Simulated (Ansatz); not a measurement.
GaN (Fm-3m), two-dimensional strain map

Method: DFT PBE, scalar-relativistic, plane waves, PAW (Ansatz 0.2.0). The runs took a 420 eV cutoff, a Γ-centred 14×14×14 mesh and Gaussian smearing (0.05 eV). No spin polarisation. Energies are free energies at this smearing, counted from the undisturbed cell; pressure is positive in compression.

Reference structure (as given, not relaxed at this level; it stands at -0.3 GPa; this rock-salt form isn't the usual structure):

```
CELL_PARAMETERS angstrom
0.00000 2.13524 2.13524
2.13524 0.00000 2.13524
2.13524 2.13524 0.00000
ATOMIC_POSITIONS crystal
Ga 0.00000 0.00000 0.00000
N 0.50000 0.50000 0.50000
```

The cell is strained by p along both x and y and by q along z, fractional coordinates fixed. Points are written (p, q).

Energy above the undisturbed cell in meV/atom (a dash: not computed):

| p \ q | -0.030 | -0.015 | 0.000 | 0.015 | 0.030 |
| --- | --- | --- | --- | --- | --- |
| -0.030 | 55.4 | 38.7 | 27.7 | 21.5 | 19.3 |
| -0.015 | 24.5 | 12.6 | 6.2 | 4.3 | 6.2 |
| 0.000 | 9.0 | 2.0 | 0.0 | 2.3 | 8.2 |
| 0.015 | 6.8 | 4.3 | 6.7 | – | 22.7 |
| 0.030 | 15.5 | 17.5 | 24.0 | 34.2 | 47.6 |

Pressure in GPa:

```csv
p \ q,-0.030,-0.015,0.000,0.015,0.030
-0.030,23.2,18.6,14.6,11.1,8.0
-0.015,14.3,10.1,6.5,3.3,0.5
0.000,6.8,3.0,-0.3,-3.3,-5.8
0.015,0.5,-3.0,-6.0,–,-11.0
0.030,-4.8,-8.0,-10.8,-13.1,-15.2
```

Gap on the k-mesh in eV:

| p \ q | -0.030 | -0.015 | 0.000 | 0.015 | 0.030 |
| --- | --- | --- | --- | --- | --- |
| -0.030 | 1.00 | 0.82 | 0.66 | 0.51 | 0.38 |
| -0.015 | 0.68 | 0.69 | 0.53 | 0.38 | 0.25 |
| 0.000 | 0.40 | 0.40 | 0.41 | 0.26 | 0.12 |
| 0.015 | 0.16 | 0.14 | 0.13 | – | 0.00 |
| 0.030 | 0.00 | 0.00 | 0.00 | 0.00 | 0.00 |

Where the gap reads zero the k-mesh, chosen for the insulator, is on the coarse side.